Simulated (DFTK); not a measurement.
Crystal: Ge.

```
CELL_PARAMETERS angstrom
0.00000 2.82891 2.82891
2.82891 0.00000 2.82891
2.82891 2.82891 0.00000
ATOMIC_POSITIONS crystal
Ge 0.75000 0.75000 0.75000
Ge 0.50000 0.50000 0.50000
```

Base run:

* Program: DFTK 0.8.2
* Functional: PBE
* Potentials or basis: dojo.nc.sr.pbe.v0_4_1.standard.upf (PBE)
* Cutoff: 1061 eV
* k mesh: 8 × 8 × 8
* Occupations: fermi-dirac, width 0.05 eV
* Spin: no spin polarisation

Its results: band gap on the k mesh none (metal or under the smearing width); pressure 3.7 GPa.

Question: The run is repeated on the same cell with these changes: functional from PBE to LDA; potentials or basis from dojo.nc.sr.pbe.v0_4_1.standard.upf (PBE) to cp2k.nc.sr.lda.v0_1.largecore.gth (LDA, GTH); cutoff from 1061 eV to 735 eV; valence electrons from 28 to 8. What comes out?

Answer: Band gap on the k mesh none (metal or under the smearing width); pressure -2.8 GPa.

Caveats: this crystal is a semiconductor, whose small gap the functional closes, so the metal is an error of the method; GTH potentials come without recommended cutoffs, and this one wasn't checked for convergence (some runs).
